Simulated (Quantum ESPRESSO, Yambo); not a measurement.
# Beyond one shot: BP (F-43m), part 2 of 2

Aim: iterate the self-energy on BP (F-43m) and follow the gap from cycle to cycle.

Quantum ESPRESSO 7.5 and Yambo 5.3.0; PBE and many-body steps on it, plane waves. Known limits of the many-body steps: not at the basis limit; coarse k mesh.

So far. Step 5 (evGW0, cycle 1): Against G0W0 in Yambo (4×4×4 mesh, 101 bands, screening to 210.9 eV, Godby-Needs plasmon pole), the gap moves by +0.073 eV. Step 6 (evGW0, cycle 2): Against the cycle before, the gap moves by +0.007 eV.

## (7) evGW, cycle 1

This step: evGW on PBE, plane waves, norm-conserving pseudopotentials.

Input file gw5.in:

```
HF_and_locXC
gw0
dyson
ppa
em1d
rim_cut
RandQpts= 1000000
RandGvec= 1 RL
EXXRLvcs= 68 Ry
VXCRLvcs= 272 Ry
Chimod= "HARTREE"
% BndsRnXp
 1 | 101 |
%
NGsBlkXp= 15.5 Ry
% LongDrXp
 1 | 1 | 1 |
%
% GbndRnge
 1 | 101 |
%
DysSolver= "n"
ExtendOut
PPAPntXp= 27.21138 eV
% QPkrange
 1 | 8 | 1 | 8 |
%
GfnQPdb= "E < ./gw2/ndb.QP"
XfnQPdb= "E < ./gw2/ndb.QP"
```

On the command line:

```bash
> OMP_NUM_THREADS=1 mpirun -n 4 yambo -F gw5.in -J gw5 -C gw5 > gw5.log
```

Log:

```text
 Yambo, version 5.3.0

 [02] CORE Variables Setup
 =========================

  [... cell, symmetries and grids as in the set-up ...]

  [02.05] Energies & Occupations
  ==============================

  [X] === General ===
  [X] Electronic Temperature                        :  0.000000  0.000000 [eV K]
  [X] Bosonic    Temperature                        :  0.000000  0.000000 [eV K]
  [X] Finite Temperature mode                       : no
  [X] El. density                                   :  0.34242E+24 [cm-3]
[...]
Sx RL components                                 :  1471

   QP @ state[ 1 ] K range                          :   1   8
   QP @ state[ 1 ] b range                          :   1   8
   GF energies kind                                 : Perdew, Burke & Ernzerhof(X)+Perdew, Burke & Ernzerhof(C)+ E < ./gw2/ndb.QP + @E Fit
   GF WF`s kind                                     : Perdew, Burke & Ernzerhof(X)+Perdew, Burke & Ernzerhof(C)
   Xs energies kind                                 : Perdew, Burke & Ernzerhof(X)+Perdew, Burke & Ernzerhof(C)
   Xs WF`s kind                                     : Perdew, Burke & Ernzerhof(X)+Perdew, Burke & Ernzerhof(C)

 [15] Game Over & Game summary
```

Wall time 2.3 min (4 MPI ranks of Arm Neoverse V1, shared host); peak memory 1.2 GiB.

This step gave:

```yaml
quasiparticle_gap_on_the_mesh: 2.204 eV
gap_of_the_density_functional_on_the_mesh: 1.347 eV
k_of_the_valence_top: 0, 0, 0
k_of_the_conduction_bottom: 0, -0.5, -0.5
least_direct_quasiparticle_gap_on_the_computed_points: 4.469 eV
```

Against G0W0 in Yambo (4×4×4 mesh, 101 bands, screening to 210.9 eV, Godby-Needs plasmon pole), the gap moves by +0.159 eV.

The program's own table gives 2.325 eV, which is too large where the input levels are shifted: this version takes Σc at the unshifted level E₀, yet steps from the shifted one. The value above is the Newton step from E₀, E₀ + Z(Σc + Σx − Vxc), rebuilt from the printed columns.

## (8) evGW, cycle 2

gw6.in, as its differences from gw5.in of step 7:

```diff
@@ -27,3 +27,3 @@
 %
-GfnQPdb= "E < ./gw2/ndb.QP"
-XfnQPdb= "E < ./gw2/ndb.QP"
+GfnQPdb= "E < ./gw5_fix/ndb.QP"
+XfnQPdb= "E < ./gw5_fix/ndb.QP"
```

On the command line:

```bash
> OMP_NUM_THREADS=1 mpirun -n 4 yambo -F gw6.in -J gw6 -C gw6 > gw6.log
```

Log:

```text
 Yambo, version 5.3.0

 [02] CORE Variables Setup
 =========================

  [... cell, symmetries and grids as in the set-up ...]

  [02.05] Energies & Occupations
  ==============================

  [X] === General ===
  [X] Electronic Temperature                        :  0.000000  0.000000 [eV K]
  [X] Bosonic    Temperature                        :  0.000000  0.000000 [eV K]
  [X] Finite Temperature mode                       : no
  [X] El. density                                   :  0.34242E+24 [cm-3]
[...]
Sx RL components                                 :  1471

   QP @ state[ 1 ] K range                          :   1   8
   QP @ state[ 1 ] b range                          :   1   8
   GF energies kind                                 : Perdew, Burke & Ernzerhof(X)+Perdew, Burke & Ernzerhof(C)+ E < ./gw2/ndb.QP + @E Fit+ E < ./gw5_fix/
   GF WF`s kind                                     : Perdew, Burke & Ernzerhof(X)+Perdew, Burke & Ernzerhof(C)
   Xs energies kind                                 : Perdew, Burke & Ernzerhof(X)+Perdew, Burke & Ernzerhof(C)
   Xs WF`s kind                                     : Perdew, Burke & Ernzerhof(X)+Perdew, Burke & Ernzerhof(C)

 [15] Game Over & Game summary
```

Wall time 2.3 min (4 MPI ranks); peak memory 1.2 GiB; 9.3 min of CPU time.

This step gave:

```
quasiparticle gap on the mesh                         : 2.243 eV
gap of the density functional on the mesh             : 1.347 eV
k of the valence top                                  : 0, 0, 0
k of the conduction bottom                            : 0, -0.5, -0.5
least direct quasiparticle gap on the computed points : 4.519 eV
```

Against the cycle before, the gap moves by +0.039 eV.

The program's own table gives 2.388 eV, which is too large where the input levels are shifted: this version takes Σc at the unshifted level E₀, yet steps from the shifted one. The value above is the Newton step from E₀, E₀ + Z(Σc + Σx − Vxc), rebuilt from the printed columns.

## (9) evGW, cycle 3

gw7.in, as its differences from gw6.in of step 8:

```diff
@@ -27,3 +27,3 @@
 %
-GfnQPdb= "E < ./gw5_fix/ndb.QP"
-XfnQPdb= "E < ./gw5_fix/ndb.QP"
+GfnQPdb= "E < ./gw6_fix/ndb.QP"
+XfnQPdb= "E < ./gw6_fix/ndb.QP"
```

On the command line:

```bash
> OMP_NUM_THREADS=1 mpirun -n 4 yambo -F gw7.in -J gw7 -C gw7 > gw7.log
```

Log:

```text
 Yambo, version 5.3.0

 [02] CORE Variables Setup
 =========================

  [... cell, symmetries and grids as in the set-up ...]

  [02.05] Energies & Occupations
  ==============================

  [X] === General ===
  [X] Electronic Temperature                        :  0.000000  0.000000 [eV K]
  [X] Bosonic    Temperature                        :  0.000000  0.000000 [eV K]
  [X] Finite Temperature mode                       : no
  [X] El. density                                   :  0.34242E+24 [cm-3]
[...]
Sx RL components                                 :  1471

   QP @ state[ 1 ] K range                          :   1   8
   QP @ state[ 1 ] b range                          :   1   8
   GF energies kind                                 : Perdew, Burke & Ernzerhof(X)+Perdew, Burke & Ernzerhof(C)+ E < ./gw2/ndb.QP + @E Fit+ E < ./gw5_fix/
   GF WF`s kind                                     : Perdew, Burke & Ernzerhof(X)+Perdew, Burke & Ernzerhof(C)
   Xs energies kind                                 : Perdew, Burke & Ernzerhof(X)+Perdew, Burke & Ernzerhof(C)
   Xs WF`s kind                                     : Perdew, Burke & Ernzerhof(X)+Perdew, Burke & Ernzerhof(C)

 [15] Game Over & Game summary
```

It took 2.3 min on 4 MPI ranks; peak memory 1.2 GiB; 9.3 min of CPU time.

This step gave:

| Quantity | Value |
| --- | --- |
| quasiparticle gap on the mesh | 2.254 eV |
| gap of the density functional on the mesh | 1.347 eV |
| k of the valence top | 0, 0, 0 |
| k of the conduction bottom | 0, -0.5, -0.5 |
| least direct quasiparticle gap on the computed points | 4.533 eV |

Against the cycle before, the gap moves by +0.011 eV.

The program's own table gives 2.404 eV, which is too large where the input levels are shifted: this version takes Σc at the unshifted level E₀, yet steps from the shifted one. The value above is the Newton step from E₀, E₀ + Z(Σc + Σx − Vxc), rebuilt from the printed columns.

## (10) evGW, cycle 4

gw8.in, as its differences from gw7.in of step 9:

```diff
@@ -27,3 +27,3 @@
 %
-GfnQPdb= "E < ./gw6_fix/ndb.QP"
-XfnQPdb= "E < ./gw6_fix/ndb.QP"
+GfnQPdb= "E < ./gw7_fix/ndb.QP"
+XfnQPdb= "E < ./gw7_fix/ndb.QP"
```

On the command line:

```bash
> OMP_NUM_THREADS=1 mpirun -n 4 yambo -F gw8.in -J gw8 -C gw8 > gw8.log
```

Log:

```text
 Yambo, version 5.3.0

 [02] CORE Variables Setup
 =========================

  [... cell, symmetries and grids as in the set-up ...]

  [02.05] Energies & Occupations
  ==============================

  [X] === General ===
  [X] Electronic Temperature                        :  0.000000  0.000000 [eV K]
  [X] Bosonic    Temperature                        :  0.000000  0.000000 [eV K]
  [X] Finite Temperature mode                       : no
  [X] El. density                                   :  0.34242E+24 [cm-3]
[...]
Sx RL components                                 :  1471

   QP @ state[ 1 ] K range                          :   1   8
   QP @ state[ 1 ] b range                          :   1   8
   GF energies kind                                 : Perdew, Burke & Ernzerhof(X)+Perdew, Burke & Ernzerhof(C)+ E < ./gw2/ndb.QP + @E Fit+ E < ./gw5_fix/
   GF WF`s kind                                     : Perdew, Burke & Ernzerhof(X)+Perdew, Burke & Ernzerhof(C)
   Xs energies kind                                 : Perdew, Burke & Ernzerhof(X)+Perdew, Burke & Ernzerhof(C)
   Xs WF`s kind                                     : Perdew, Burke & Ernzerhof(X)+Perdew, Burke & Ernzerhof(C)

 [15] Game Over & Game summary
```

Elapsed: 2.3 min, on 4 MPI ranks; peak memory 1.2 GiB.

This step gave:

```
quasiparticle gap on the mesh                         : 2.257 eV
gap of the density functional on the mesh             : 1.347 eV
k of the valence top                                  : 0, 0, 0
k of the conduction bottom                            : 0, -0.5, -0.5
least direct quasiparticle gap on the computed points : 4.538 eV
```

Against the cycle before, the gap moves by +0.003 eV.

The program's own table gives 2.409 eV, which is too large where the input levels are shifted: this version takes Σc at the unshifted level E₀, yet steps from the shifted one. The value above is the Newton step from E₀, E₀ + Z(Σc + Σx − Vxc), rebuilt from the printed columns.

## (11) Side by side

Times are wall times on 4 MPI ranks of Arm Neoverse V1, shared host, good to a factor of about two.

```
           run   mesh  bands  screening cutoff (eV)  DFT gap (eV)  gap on the mesh (eV)  direct (eV)     time
          G0W0  4×4×4    101                  210.9         1.347                 2.046        4.275     27 s
evGW0, cycle 1  4×4×4    101                  210.9         1.347                 2.119        4.373  2.2 min
evGW0, cycle 2  4×4×4    101                  210.9         1.347                 2.126        4.385  2.2 min
 evGW, cycle 1  4×4×4    101                  210.9         1.347                 2.204        4.469  2.3 min
 evGW, cycle 2  4×4×4    101                  210.9         1.347                 2.243        4.519  2.3 min
 evGW, cycle 3  4×4×4    101                  210.9         1.347                 2.254        4.533  2.3 min
 evGW, cycle 4  4×4×4    101                  210.9         1.347                 2.257        4.538  2.3 min
```

## (12) Summary of results

```json
{"G0W0": "2.046 eV", "evGW0, cycle 1": "2.119 eV", "evGW0, cycle 2": "2.126 eV", "evGW, cycle 1": "2.204 eV", "evGW, cycle 2": "2.243 eV", "evGW, cycle 3": "2.254 eV", "evGW, cycle 4": "2.257 eV", "known limits": "not at the basis limit; coarse k mesh"}
```

What this shows: evGW0 ends at 2.13 eV, +0.08 eV from G0W0, after 2 cycles that took 4.3 min beside the first screening; the last moved the gap by 0.007 eV. evGW ends at 2.26 eV, +0.21 eV from G0W0, after 4 cycles that took 9.4 min beside the first screening; the last moved the gap by 0.003 eV. Bands and cutoff are finite, so the gap is not at the basis limit. The miss can reach some tenths of an eV and take either sign; the mesh is an error of its own. A denser mesh or path gives a starting gap of 1.26 eV: the GW mesh misses a band edge, so its gaps are not the fundamental one. The 4×4×4 mesh is coarse for this cell, which bears on the long-range parts of exchange and screening.

[Paths, hosts, dates, memory and timing lines, banners, echoed tables and standing remarks are left out of the program output.]

[Logs are printed without paths, hosts, clocks, repeated set-up lines and the standing remarks that a program may print on its own settings, such as how far it seeks lower states.]

[Runs of the session that timed out or met a known fault of the program may be left out.]

[Hosts, paths, dates, database ids (printed as entryN), source tags and the programs' standing remarks are cut or masked in the printed files.]
